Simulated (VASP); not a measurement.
Crystal: MgO.

```
Mg O
1.0
     3.52092    0.00000    0.00000
    -1.76046    3.04921    0.00000
     0.00000    0.00000    4.23737
Mg O
2 2
Cartesian
  1.7605 1.0164 3.1780
  0.0000 2.0328 1.0593
  1.7605 1.0164 1.0593
  0.0000 2.0328 3.1780
```

The cell was built by a generator and needn't be a form met in nature.

Base run:

| Item | Value |
| --- | --- |
| Program | VASP 6.6.1 |
| Functional | r2SCAN |
| Potentials or basis | VASP PAW PBE potentials, release 64 (Mg, O) |
| Cutoff | 520 eV |
| k mesh | 9 × 9 × 6 |
| Occupations | gaussian, width 0.02 eV |
| Spin | no spin polarisation |

Its results: band gap on the k mesh 3.90 eV, direct; pressure -5.1 GPa.

The run is repeated on the same cell with these changes: functional from r2SCAN to PBE. What comes out?

Band gap on the k mesh 3.26 eV, direct; pressure -0.5 GPa.

r2SCAN gives the wider gap, since meta-GGAs in the generalised Kohn-Sham scheme recover part of the derivative discontinuity.

Caveats: the PAW data sets were made with another functional, which shifts forces and pressure a little (some runs).

